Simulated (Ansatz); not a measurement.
# Mo2COS MXene monolayer in a perpendicular field

Aim: how the Mo2COS MXene monolayer screens a field along its normal, and what the field does to its bands. A positive field points along +c.

Program: Ansatz 0.2.0. Level of theory: plane-wave DFT, PBE-D3(BJ), Ansatz PAW (set soft_1); PAW set soft_1. Results are calculated unless marked as measured.

## (1) Set-up

The cell holds 5 atoms: 1 S, 2 Mo, 1 C and 1 O. Its edges and angles: a = 3.025 Å, b = 3.025 Å, c = 41.351 Å, α = 90.0°, β = 90.0°, γ = 120.0°. Vacuum lies along c.

## (2) Relaxation

The starting cell is a guess, so the in-plane lattice and the atoms are relaxed first, with the slab cut off from its images along the normal.

The input, input.yaml:

```yaml
crystal:
  lattice:
    - [3.024736, 0.0, 0.0]
    - [-1.512368, 2.6194982157, 0.0]
    - [0.0, 0.0, 41.3513579405]
  atoms:
    - { symbol: S, position: [0.3333333333, 0.6666666667, 0.4377123486] }
    - { symbol: Mo, position: [0.6666666667, 0.3333333333, 0.4787837456] }
    - { symbol: C, position: [0.0, 0.0, 0.5076456815] }
    - { symbol: Mo, position: [0.3333333333, 0.6666666667, 0.5365076173] }
    - { symbol: O, position: [0.6666666667, 0.3333333333, 0.5622876514] }
  periodic: [true, true, false]
kpoints:
  mp_grid: { grid: [12, 12, 1] }
hamiltonian:
  xc: pbe
  dispersion: d3bj
  pseudopotentials: { kind: paw, azcp: { folder: soft_1 } }
scf:
  occupations: { method: fermi_dirac, width: 0.05 }
  convergence: { dr2_threshold: 1.0e-09 }
relax:
  f_tol: 0.004
  max_steps: 90
  cell: {}
output:
  write_potential: true
  write_density: true
  volumetric_format: npy
```

Command:

```
> ansatz run input.yaml --threads 2 --pin off --max-ram 3072MiB --backend cpu --events-out ev --progress --plain --runs-dir out
```

Numbers of over 12 decimals in the logs are rounded to 6 here.

Log:

```text
Warning: relax.cell: scf.convergence.dr2_threshold = 1e-9 eV is looser than the 2.17804519936e-10 eV advised for a relaxation that steers and ends on the stress (1e-10 eV for each atom of the cell: 5, times the square of relax.cell.stress_2d_tol = 0.05 N/m over 15.2 Å (the atoms' height at the walk's start and 5 Å past either face), 3.300e-2 GPa, over a crystal's default 0.05). What an SCF threshold leaves in a stress goes as its square root, and in the free energy as the threshold itself, and one threshold admits the most on a small cell: [figures from the program's tests cut] Set scf.convergence.dr2_threshold to 2.17804519936e-10 eV or tighter. [rest of the remark cut]
Engine: ansatz 0.2.0, aarch64-unknown-linux-gnu
Pseudopotentials: kind: paw
Pseudopotential: S, paw, valence charge 6, recommended cutoff 420 eV (normal), soft_1/S.paw.azcp
Pseudopotential: Mo, paw, valence charge 14, recommended cutoff 420 eV (normal), soft_1/Mo.paw.azcp
Pseudopotential: C, paw, valence charge 4, recommended cutoff 420 eV (normal), soft_1/C.paw.azcp
Pseudopotential: O, paw, valence charge 6, recommended cutoff 420 eV (normal), soft_1/O.paw.azcp
Functional definition: PBE
  parameter kappa = 0.804
  parameter beta = 0.066725
  exchange = pbe_x(kappa = kappa, mu = beta*pi^2/3)
  correlation = pbe_c(beta = beta)
Crystal: 5 atoms, lattice volume = 327.639 Å³
Basis set: ecut = 420 eV, 6343 PW (Γ), exchange–correlation on 48×48×576 points (8 copies of the dense FFT grid, shifted against one another)
Bands: 27, of which v1, the nominal top of the filled ones, is band 22 counted from 1 (21 counted from 0)
Symmetry: 6 space group operations
Space group: P3m1 (ITA 156), of the structure as read, at distance tolerance 6.9e-5 Å
k-points: 19 of 144 (time reversal used)
Non-local potential: S, projectors of the file, l = 0: 2, l = 1: 2, l = 2: 1
Non-local potential: Mo, projectors of the file, l = 0: 3, l = 1: 2, l = 2: 2, l = 3: 1
Non-local potential: C, projectors of the file, l = 0: 2, l = 1: 2, l = 2: 1
Non-local potential: O, projectors of the file, l = 0: 2, l = 1: 2, l = 2: 1
PAW form: soft (Blöchl's): semilocal exchange-correlation on the pseudo side does not see the compensation charge
PAW one-centre angular grid: S, 110 points (default); XC on 64 Gauss nodes
PAW one-centre angular grid: Mo, 590 points (default); XC on 64 Gauss nodes
PAW one-centre angular grid: C, 110 points (default); XC on 64 Gauss nodes
PAW one-centre angular grid: O, 110 points (default); XC on 64 Gauss nodes
Initial density: superposition of atomic densities (neutral atoms: chi_scale 0, normalization atom)
Initial wavefunctions: pseudopotential atomic-orbital guess
Functional: x = pbe(κ = 0.804, μ = 0.219515), c = pbe(β = 0.066725)
SCF iter   1: F=—  HF=-11641.851864 eV  |F-HF|=—  |Δ(HF+E_count)|=         —  Δρ=8.32e-2  dr2=3.03e1  ethr=3.10e-3  ⟨swp⟩=17.4  Hψ=4548  notcnv=0
preconditioner: auto → LDOS  [metal: Δε(μ)=0.107 eV  Ē_g=9.838 eV  σ=0.050 eV  W_gap=0.47  n_scr=24 (ndim 8)  ℏωp=10.9 eV  f_vac=0.787  D(μ)=1.92/eV (n_scr^D=12)  β→1.0]
SCF iter   2: F=—  HF=-11638.137193 eV  |F-HF|=—  |Δ(HF+E_count)|=    3.71e0  Δρ=8.38e-2  dr2=2.49e1  ethr=3.10e-3  ⟨swp⟩=6.2  Hψ=2025  notcnv=0  defer=3
SCF iter   3: F=—  HF=-11634.611763 eV  |F-HF|=—  |Δ(HF+E_count)|=    3.53e0  Δρ=1.50e-2  dr2=1.29e0  ethr=3.10e-3  ⟨swp⟩=5.4  Hψ=1881  notcnv=0  defer=1
SCF iter   4: F=—  HF=-11634.443995 eV  |F-HF|=—  |Δ(HF+E_count)|=   1.68e-1  Δρ=4.95e-3  dr2=1.07e-1  ethr=2.93e-3  ⟨swp⟩=2.7  Hψ=858  notcnv=0
SCF iter   5: F=—  HF=-11634.439306 eV  |F-HF|=—  |Δ(HF+E_count)|=   4.69e-3  Δρ=1.16e-3  dr2=7.14e-3  ethr=2.42e-4  ⟨swp⟩=3.4  Hψ=1376  notcnv=0  defer=1
SCF iter   6: F=—  HF=-11634.439401 eV  |F-HF|=—  |Δ(HF+E_count)|=   9.49e-5  Δρ=3.57e-4  dr2=1.02e-3  ethr=1.62e-5  ⟨swp⟩=3.4  Hψ=1183  notcnv=0
SCF iter   7: F=—  HF=-11634.439581 eV  |F-HF|=—  |Δ(HF+E_count)|=   1.80e-4  Δρ=1.39e-4  dr2=2.71e-4  ethr=2.32e-6  ⟨swp⟩=2.5  Hψ=882  notcnv=0
SCF iter   8: F=—  HF=-11634.439594 eV  |F-HF|=—  |Δ(HF+E_count)|=   1.27e-5  Δρ=5.82e-5  dr2=1.76e-5  ethr=6.17e-7  ⟨swp⟩=2.3  Hψ=810  notcnv=0
SCF iter   9: F=—  HF=-11634.439590 eV  |F-HF|=—  |Δ(HF+E_count)|=   3.14e-6  Δρ=1.78e-5  dr2=1.98e-6  ethr=4.00e-8  ⟨swp⟩=3.3  Hψ=1164  notcnv=0
SCF iter  10: F=—  HF=-11634.439769 eV  |F-HF|=—  |Δ(HF+E_count)|=   1.79e-4  Δρ=4.81e-6  dr2=2.39e-7  ethr=4.51e-9  ⟨swp⟩=3.5  Hψ=1234  notcnv=0
SCF iter  11: F=—  HF=-11634.439770 eV  |F-HF|=—  |Δ(HF+E_count)|=   8.91e-7  Δρ=1.94e-6  dr2=2.25e-8  ethr=5.44e-10  ⟨swp⟩=3.8  Hψ=1162  notcnv=0
SCF iter  12: F=—  HF=-11634.439770 eV  |F-HF|=—  |Δ(HF+E_count)|=   6.46e-8  Δρ=5.67e-7  dr2=1.43e-9  ethr=5.11e-11  ⟨swp⟩=3.5  Hψ=1209  notcnv=0
SCF iter  13: F=-11634.439770 eV  HF=-11634.439770 eV  |F-HF|=6.65e-9  |Δ(HF+E_count)|=   2.80e-8  Δρ=1.50e-7  dr2=5.84e-11  ethr=2.27e-12  ⟨swp⟩=14.1  Hψ=4968  notcnv=0
SCF 1 converged in 13 iterations: F = -11634.439770 eV  dr2 = 5.84e-11
  greatest PAW one-centre occupation: 0.999 electrons in one spin orbital (limit 2), on the Mo atom at site 3 (counted from 0), in its partial waves of l = 0
relax step   1: F+E_penalty+E_count = -11634.43976999 eV  Δ(F+E_penalty+E_count) = +0.000e0 eV  max|allowed force component| = 1.041e0 eV/Å  Δτ_max = 0.0000 Å  P = +9.152 N/m  Ω = 327.639 Å³  fix = [c, alpha, beta]  reactions: c +0.000 N/m  (13 SCF iters, accepted)
Crystal: 5 atoms, lattice volume = 344.905 Å³
Basis set: ecut = 420 eV, 6691 PW (Γ), exchange–correlation on 48×48×576 points (8 copies of the dense FFT grid, shifted against one another)
Initial density: handed on by an earlier stage of this run
Initial wavefunctions: those handed on with the density
iter 1 solved again at ethr=1.82e-4 eV; its pass at ethr=3.10e-3 eV (dr2=8.01e-2 eV) is discarded
SCF iter   1: F=—  HF=-11634.625724 eV  |F-HF|=—  |Δ(HF+E_count)|=         —  Δρ=4.25e-3  dr2=8.05e-2  ethr=1.82e-4  ⟨swp⟩=3.3  Hψ=5290  notcnv=0
preconditioner: auto → LDOS  [metal: Δε(μ)=0.064 eV  Ē_g=7.867 eV  σ=0.050 eV  W_gap=0.29  n_scr=24 (ndim 8)  ℏωp=10.6 eV  f_vac=0.798  D(μ)=2.57/eV (n_scr^D=14)  β→1.0]
SCF iter   2: F=—  HF=-11634.621285 eV  |F-HF|=—  |Δ(HF+E_count)|=   4.44e-3  Δρ=2.65e-3  dr2=3.43e-2  ethr=1.82e-4  ⟨swp⟩=3.9  Hψ=1314  notcnv=0
SCF iter   3: F=—  HF=-11634.614420 eV  |F-HF|=—  |Δ(HF+E_count)|=   6.86e-3  Δρ=3.94e-4  dr2=8.58e-4  ethr=7.79e-5  ⟨swp⟩=3.3  Hψ=1170  notcnv=0
SCF iter   4: F=—  HF=-11634.614382 eV  |F-HF|=—  |Δ(HF+E_count)|=   3.82e-5  Δρ=7.76e-5  dr2=1.81e-5  ethr=1.95e-6  ⟨swp⟩=3.5  Hψ=1226  notcnv=0
[...]
relax step   5: F+E_penalty+E_count = -11634.66455861 eV  Δ(F+E_penalty+E_count) = -1.465e-3 eV  max|allowed force component| = 5.429e-2 eV/Å  Δτ_max = 0.0196 Å  P = -0.243 N/m  Ω = 353.166 Å³  energy of the carried Pulay correction = -5.427e-3 eV  fix = [c, alpha, beta]  reactions: c -0.000 N/m  (7 SCF iters, accepted)
relax step   6: F+E_penalty+E_count = -11634.66494543 eV  Δ(F+E_penalty+E_count) = -3.868e-4 eV  max|allowed force component| = 1.356e-2 eV/Å  Δτ_max = 0.0037 Å  P = -0.144 N/m  Ω = 352.838 Å³  energy of the carried Pulay correction = -5.360e-3 eV  fix = [c, alpha, beta]  reactions: c -0.000 N/m  (6 SCF iters, accepted)
relax step   7: F+E_penalty+E_count = -11634.66511841 eV  Δ(F+E_penalty+E_count) = -1.730e-4 eV  max|allowed force component| = 1.522e-2 eV/Å  Δτ_max = 0.0035 Å  P = -0.053 N/m  Ω = 352.407 Å³  energy of the carried Pulay correction = -5.271e-3 eV  fix = [c, alpha, beta]  reactions: c -0.000 N/m  (6 SCF iters, accepted)
relax step   8: F+E_penalty+E_count = -11634.66514709 eV  Δ(F+E_penalty+E_count) = -2.868e-5 eV  max|allowed force component| = 4.846e-3 eV/Å  Δτ_max = 0.0006 Å  P = +0.017 N/m  Ω = 352.316 Å³  energy of the carried Pulay correction = -5.253e-3 eV  fix = [c, alpha, beta]  reactions: c +0.000 N/m  (5 SCF iters, accepted)
relax step   9: F+E_penalty+E_count = -11634.66514460 eV  Δ(F+E_penalty+E_count) = +2.486e-6 eV  max|allowed force component| = 1.170e-4 eV/Å  Δτ_max = 0.0002 Å  P = +0.001 N/m  Ω = 352.332 Å³  energy of the carried Pulay correction = -5.256e-3 eV  fix = [c, alpha, beta]  reactions: c +0.000 N/m  (5 SCF iters, accepted)
relax step  10: F+E_penalty+E_count = -11634.67353830 eV  Δ(F+E_penalty+E_count) = -8.394e-3 eV  max|allowed force component| = 8.103e-4 eV/Å  Δτ_max = 0.0000 Å  P = +0.186 N/m  Ω = 352.332 Å³  fix = [c, alpha, beta]  reactions: c +0.000 N/m  stress off target by 1.86e-1 N/m on what of the cell is left free  SCF on the basis re-selected at this cell (its energy is not comparable with the rows above)  (6 SCF iters)
relax step  11: F+E_penalty+E_count = -11634.67351050 eV  Δ(F+E_penalty+E_count) = +2.780e-5 eV  max|allowed force component| = 5.573e-4 eV/Å  Δτ_max = 0.0016 Å  P = +0.008 N/m  Ω = 352.775 Å³  energy of the carried Pulay correction = -9.326e-5 eV  fix = [c, alpha, beta]  reactions: c +0.000 N/m  (6 SCF iters, accepted)
iter 1 solved again at ethr=3.45e-7 eV; its pass at ethr=3.10e-3 eV (dr2=1.52e-4 eV) is discarded
SCF iter   1: F=—  HF=-11634.673449 eV  |F-HF|=—  |Δ(HF+E_count)|=         —  Δρ=1.07e-5  dr2=3.89e-8  ethr=3.45e-7  ⟨swp⟩=6.4  Hψ=6926  notcnv=0
eigensolver tolerance schedule: the retry pair's looser diagonalisation over-reported the residual by 3898.06 of it (diagonalisation noise at 0.77 of the residual, at the tolerance the schedule requests for it); recorded, not acted on — ethr = c·dr2/N_el stays at c = 1.0e-1
preconditioner: auto → LDOS  [metal: Δε(μ)=0.069 eV  Ē_g=7.811 eV  σ=0.050 eV  W_gap=0.31  n_scr=24 (ndim 8)  ℏωp=10.5 eV  f_vac=0.799  D(μ)=2.37/eV (n_scr^D=14)  β→1.0]
SCF iter   2: F=—  HF=-11634.673620 eV  |F-HF|=—  |Δ(HF+E_count)|=   1.71e-4  Δρ=3.77e-6  dr2=9.73e-8  ethr=8.85e-11  ⟨swp⟩=7.0  Hψ=2514  notcnv=0
SCF iter   3: F=—  HF=-11634.673620 eV  |F-HF|=—  |Δ(HF+E_count)|=   3.73e-9  Δρ=1.03e-6  dr2=5.09e-9  ethr=8.85e-11  ⟨swp⟩=3.9  Hψ=1153  notcnv=0
SCF iter   4: F=—  HF=-11634.673620 eV  |F-HF|=—  |Δ(HF+E_count)|=   2.13e-9  Δρ=3.72e-7  dr2=1.32e-9  ethr=1.16e-11  ⟨swp⟩=3.4  Hψ=1188  notcnv=0
SCF iter   5: F=-11634.673620 eV  HF=-11634.673620 eV  |F-HF|=1.46e-8  |Δ(HF+E_count)|=   9.52e-9  Δρ=9.77e-8  dr2=5.04e-11  ethr=2.27e-12  ⟨swp⟩=18.2  Hψ=5160  notcnv=0
SCF 12 converged in 5 iterations: F = -11634.673620 eV  dr2 = 5.04e-11
relax step  12: F+E_penalty+E_count = -11634.67361983 eV  Δ(F+E_penalty+E_count) = -1.093e-4 eV  max|allowed force component| = 5.698e-4 eV/Å  Δτ_max = 0.0000 Å  P = +0.009 N/m  Ω = 352.775 Å³  fix = [c, alpha, beta]  reactions: c +0.000 N/m  stress off target by 8.90e-3 N/m on what of the cell is left free  SCF on the basis re-selected at this cell (its energy is not comparable with the rows above)  (5 SCF iters)
basis re-selected at this cell: Δ(F+E_penalty+E_count) = -1.093e-4 eV, ΔP = +0.001 N/m vs the last step (what re-selecting the basis moved, of the pressure what is left beyond the Pulay correction that the steps carried, after the strain that the cell walked since its last selection, with what the two solves' SCF thresholds leave and, on support functions, any second-order correction that the steps lacked; it is no m [...]
WARN: The output density's exchange-correlation potential varies sharply where the density is thin. Do not read a vacuum level from v_tot or v_xc, or from such a field of the output density. On a cell that repeats whose density bears no net charge and no dipole along the vacuum's axis use v_es (v_loc + v_h of the components); under efield.dipole_correction with no amplitude use v_es + v_field, which holds any externa [...]
SCF converged after 5 iterations
Free energy (F): -11634.673620 eV
Harris-Foulkes:  -11634.673620 eV  (|F-HF|=1.46e-8)
Internal energy: -11634.654351 eV  (E = F + TS)
E sigma→0 (E₀):  -11634.663985 eV
Entropy (-TS):   -0.019269 eV (-3.854 meV/atom)
Fermi energy:    -5.705937 eV
--- Per-component energies (eV) ---
  E_band       = -1116.815291
  E_kinetic    = 1205.261597
  E_local      = -175885.382826  (includes V_loc(G=0)·N_el)
  E_nonlocal   = 404.790316
  E_hartree    = 87103.999232
  E_xc         = -560.631341
  E_vxc        = -672.386108  (∫ρ·V_xc dr)
  E_paw        = -7292.843996  (= ΣΔE_a)
  E_vpaw       = -377.097853  (= ΣTr[D̂ρ^β])
  E_aug_tail   = 0.000876  (compensation charges beyond the density's cutoff)
  E_ewald      = 83391.677497
  E_disp       = -1.525706  (pairwise vdW)
  E_smearing   = -0.019269  (= −TS)
  E_closure    = 0.000000  (closes the sum)
  Σ components = -11634.673620   (vs F -11634.673620, Δ=0.00e0)
--- Forces (eV/Å), atoms counted from 1 ---
  atom   1  S      0.00000000     0.00000000     0.00056961
  atom   2  Mo     0.00000000    -0.00000000    -0.00049620
  atom   3  C      0.00000000     0.00000000    -0.00020972
  atom   4  Mo    -0.00000000     0.00000000     0.00043862
  atom   5  O      0.00000000    -0.00000000    -0.00030337
  max |Σ_I F_I| component: 1.06e-6 eV/Å
--- 2D stress c σ (N/m, compression-positive) ---
        0.008898       0.000000      -0.000000
        0.000000       0.008898      -0.000000
       -0.000000      -0.000000       0.000000
  P = ½ c Tr σ = 0.0089 N/m
--- Band table (eV; the first three rows and the last of 19) ---
  k-point 0: bands = [... 18 lower, -8.0787, -8.0787, -6.5960, -6.5293, -6.5293, -5.4025, -5.4025, -4.1002, ... 1 higher]
  k-point 1: bands = [... 18 lower, -8.2129, -8.1176, -7.1361, -6.4076, -6.0997, -5.3084, -5.2690, -3.9299, ... 1 higher]
  k-point 2: bands = [... 18 lower, -8.2915, -8.0414, -7.6725, -6.3430, -5.7808, -5.1697, -4.7947, -4.1354, ... 1 higher]
  k-point 18: bands = [... 18 lower, -9.7438, -9.7210, -6.3934, -6.3058, -5.8473, -4.6488, -4.0859, -3.8684, ... 1 higher]
  the weakly bound empty levels are not read free of the cell's end (no_gap_told)
--- Relaxed structure (10 steps of the walk, 9 accepted, 2 SCFs on fresh bases) ---
  F+E_penalty+E_count = -11634.67361983 eV   max|allowed force component| = 5.698e-4 eV/Å   (the final SCF, on the basis selected at the relaxed cell)
  cell:  # Å, volume = 352.7751 Å³
    - [3.138620, 0.0, 0]
    - [-1.569310, 2.718125, 0]
    - [0, 0, 41.3513579405]
  atoms:
    - { symbol: S, position: [0.333333, 0.666667, 0.440503] }
    - { symbol: Mo, position: [0.666667, 0.333333, 0.480670] }
    - { symbol: C, position: [0, 0, 0.507464] }
    - { symbol: Mo, position: [0.333333, 0.666667, 0.533918] }
    - { symbol: O, position: [0.666667, 0.333333, 0.560383] }
```

Run time: 1.7 min. Hardware: 2 threads of Arm Neoverse V2, shared host; peak memory 0.61 GiB; 3.3 min of CPU time.

This run has no spin polarisation, although Mo can carry a moment.

Step by step:

| step | energy less that of the first step (eV) | largest force component (eV/Å) | volume (Å³) |
| --- | --- | --- | --- |
| 1 | 0.0000 | 1.0411 | 327.64 |
| 2 | -0.1748 | 1.0795 | 344.90 |
| 3 | -0.0478 | 1.1398 | 371.36 |
| 4 | -0.2233 | 0.1989 | 351.75 |
| 5 | -0.2248 | 0.0543 | 353.17 |
| 6 | -0.2252 | 0.0136 | 352.84 |
| 7 | -0.2253 | 0.0152 | 352.41 |
| 8 | -0.2254 | 0.0048 | 352.32 |
| 9 | -0.2254 | 0.0001 | 352.33 |
| 10* | -0.2338 | 0.0008 | 352.33 |
| 11 | -0.2337 | 0.0006 | 352.78 |
| 12* | -0.2338 | 0.0006 | 352.78 |

Relaxation steps marked * repeat the geometry before them on a plane-wave basis chosen anew for their cell, so energy and pressure can jump there. Relaxation step 3 was tried and not accepted.

The run keeps the 6 symmetry operations that it works with, so distortions that break them were not tested.

| cell as run | before | after | change |
| --- | --- | --- | --- |
| a (Å) | 3.025 | 3.139 | +3.8 % |
| b (Å) | 3.025 | 3.139 | +3.8 % |

The atoms that moved most (Å, along periodic axes as changes of fractional coordinates times the final cell, across vacuum about the mean position):

| atom | dx | dy | dz | length |
| --- | --- | --- | --- | --- |
| S1 | 0.000 | 0.000 | 0.115 | 0.115 |
| Mo4 | 0.000 | 0.000 | -0.107 | 0.107 |
| O5 | 0.000 | 0.000 | -0.079 | 0.079 |
| Mo2 | 0.000 | 0.000 | 0.078 | 0.078 |
| C3 | 0.000 | 0.000 | -0.008 | 0.008 |

The relaxed structure:

```xyz
5
Lattice="3.1386 0.0000 0.0000 -1.5693 2.7181 0.0000 0.0000 0.0000 41.3514" Properties=species:S:1:pos:R:3
S     0.0000    1.8121   18.2154
Mo    1.5693    0.9060   19.8763
C     0.0000    0.0000   20.9843
Mo    0.0000    1.8121   22.0782
O     1.5693    0.9060   23.1726
```

This step gave:

| Item | Value |
| --- | --- |
| energy at zero smearing | -11634.6640 eV |

The lattice constant a goes from 3.025 to 3.139 Å.

[end of part 1 of 2]

[Logs are printed without paths, hosts, clocks, repeated set-up lines and the standing remarks that a program may print on its own settings, such as how far it seeks lower states.]

[Hosts, paths, dates, database ids (printed as entryN), source tags and the programs' standing remarks are cut or masked in the printed files.]

[Maps of the electrostatic potential energy from Ansatz leave out the sawtooth potential of an applied field or a dipole correction, so their vacuum need not be flat; planar profiles and work functions include it.]
